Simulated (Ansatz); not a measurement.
A 3-atom cell of K2S started from a crystallographic database, relaxed with r2SCAN, was run in Ansatz under altered settings. All numbers are computed, without spin polarisation but where a row says otherwise.

```
CELL_PARAMETERS angstrom
0.00000 3.70272 3.70272
3.70272 0.00000 3.70272
3.70272 3.70272 0.00000
ATOMIC_POSITIONS crystal
K 0.25000 0.25000 0.25000
K 0.75000 0.75000 0.75000
S 0.00000 0.00000 0.00000
```

The base run's other keys:
```yaml
kpoints:
  mp_grid: { grid: [4, 4, 4] }
hamiltonian:
  xc: pbe
scf:
  occupations: { method: fixed }
  n_extra_bands: 4
```

It takes 6 iterations with 1989 plane waves at 420 eV and 8 k points, and leaves a mean stress of +0.44 GPa. The gap over this mesh is 2.381 eV. It ran on 4 threads of Arm Neoverse N1, with other jobs on the host.

Outcomes, with energy and stress as changes against the base:
```tsv
setting	outcome	ΔF (meV/atom)	Δ mean stress (GPa)	gap on the mesh (eV)	iterations	wall time
scf.occupations: methfessel_paxton 0.05	converged	0.0	0.00	2.381	6	0.81 s
scf.n_extra_bands: 24	converged	0.0	0.00	2.381	7	1.1 s
kpoints.mp_grid.grid: [5, 5, 5]	converged	-0.1	0.00	2.390	6	0.89 s
scf.n_extra_bands: 0	converged	0.0	0.00	2.381	6	0.79 s
scf.mixing.preconditioner: kerker	converged	0.0	0.00	2.381	6	0.83 s
scf.mixing.preconditioner: none	converged	0.0	0.00	2.381	6	0.86 s
basis.ecutwfc: 300	converged, warned	+10.7	+0.01	2.380	6	0.65 s
basis.xc_grid: 1	converged	0.0	0.00	2.381	6	0.79 s
scf.mixing.preconditioner: resta	converged	0.0	0.00	2.381	6	0.82 s
basis.ecutwfc: 250	converged, warned	+107	+0.05	2.387	6	0.58 s
hamiltonian.xc: pbesol	converged	–	-0.97	2.280	6	0.84 s
kpoints.mp_grid.grid: [2, 2, 2]	converged	+27	+0.07	2.351	6	0.63 s
kpoints.mp_grid.grid: [0, 4, 4]	refused	–	–	–	–	0.07 s
```
A dash marks a value that wasn't obtained or can't be compared. Stress is positive in compression. The base took 0.83 s.

- basis.ecutwfc: 300. 1243 plane waves in place of 1989. The free energy moves by +10.7 meV an atom, the mean stress by +0.01 GPa and the gap on the mesh by 0.000 eV (to 2.380). The basis is too small: these are errors of the cutoff. Warned: cutoff below recommended.
- basis.ecutwfc: 250. 941 plane waves in place of 1989. The free energy moves by +107 meV an atom, the mean stress by +0.05 GPa and the gap on the mesh by +0.007 eV (to 2.387). The basis is too small: these are errors of the cutoff. Warned: cutoff below recommended.
- hamiltonian.xc: pbesol. The mean stress moves by -0.97 GPa and the gap on the mesh by -0.101 eV (to 2.280). It's another functional on the same cell, so totals aren't comparable.
- kpoints.mp_grid.grid: [2, 2, 2]. The free energy moves by +27 meV an atom, the mean stress by +0.07 GPa and the gap on the mesh by -0.029 eV (to 2.351). The mesh is too coarse.
- kpoints.mp_grid.grid: [0, 4, 4]. The input is refused before any iteration. Error: invalid value for `kpoints.mp_grid.grid`: each dimension must be in 1..=255

Within 1 meV an atom, 0.1 GPa and 0.005 eV of the base stay: scf.occupations: methfessel_paxton 0.05; scf.n_extra_bands: 24; scf.n_extra_bands: 0; scf.mixing.preconditioner: kerker; scf.mixing.preconditioner: none; basis.xc_grid: 1; scf.mixing.preconditioner: resta.
